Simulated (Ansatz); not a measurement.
Level of theory: DFT PBE, scalar-relativistic, plane waves, PAW (Ansatz 0.2.0). Settings: cutoff 420 eV, Γ-centred meshes spaced at most about 0.3 Å⁻¹, and about 0.25 Å⁻¹ or finer for metals (2π included), Gaussian smearing. No spin polarisation.

Each guess is relaxed in cell and atoms at zero pressure, on a coarse mesh first where it starts far from rest and then on a converged one. The steps can't lower the symmetry of the start, but it can rise. Energies are static (0 K, no zero-point motion).

Two unrelaxed guesses for SiGe₅:

A.

```
CELL_PARAMETERS angstrom
-3.40729 3.40729 2.74643
3.40729 -3.40729 2.74643
3.40729 3.40729 -2.74643
ATOMIC_POSITIONS crystal
Si 0.50000 0.50000 0.00000
Ge 0.00000 0.00000 0.50000
Ge 0.50000 0.50000 0.50000
Ge 0.00000 0.50000 0.00000
Ge 0.50000 0.00000 0.00000
Ge 0.00000 0.00000 0.00000
```

B.

```
CELL_PARAMETERS angstrom
5.49951 0.00000 0.00000
-2.74976 4.76272 0.00000
0.00000 0.00000 4.33910
ATOMIC_POSITIONS crystal
Si 0.00000 0.00000 0.00000
Ge 0.00000 0.50000 0.50000
Ge 0.33333 0.66667 0.00000
Ge 0.66667 0.33333 0.00000
Ge 0.50000 0.00000 0.50000
Ge 0.50000 0.50000 0.50000
```

Problem. Do they relax into the same structure? If not, which is lower?

Solution. No. A ends lower, by 199 meV/atom. A: I4/mmm at 21.3 Å³/atom → I4/mmm at 20.8 Å³/atom; B: P6/mmm at 18.9 Å³/atom → P6/mmm at 20.8 Å³/atom. Counting Ge atoms around Si (those within 1.25 times the shortest such distance or 1.15 times the sum of covalent radii, 1.27 where that leaves under three; a plus sign parts nearer from farther groups; the shortest distance is added where it exceeds 1.18 times the sum of covalent radii), the end of A has Si 8 from 2.8 Å and the end of B has Si 6+12 from 3.0 Å. End of A. Conventional cell: a = 5.756 Å, c = 7.538 Å. Around Si lie 8 Ge at 2.77 Å; around Ge on a site of symmetry 2/m lie 2 Si at 2.77 Å and 6 Ge at 2.77–2.88 Å; Ge on a site of symmetry 4/mmm has 8 Ge at 2.77 Å. End of B. Conventional cell: a = 5.280 Å, c = 5.168 Å. Around Si lie 6 Ge at 3.05 Å and 12 Ge at 3.69 Å; Ge on a site of symmetry mmm is surrounded by 4 Ge at 2.64 Å and 4 Ge at 3.00 Å; Ge on a site of symmetry -6m2 has 9 Ge at 3.00–3.05 Å and 3 Si at 3.05 Å.

Ends held by symmetry can be saddle points. Neither end is the lowest form computed: that has Si and Ge ordered on diamond sites, space group Imm2 (No. 44) and lies 0.37 eV/atom below the better end. Even the lowest of the cells shown lies +0.38 eV/atom against the elements. Some structure types and database cells were kept out of the candidates from the start, so a known form may be missing.
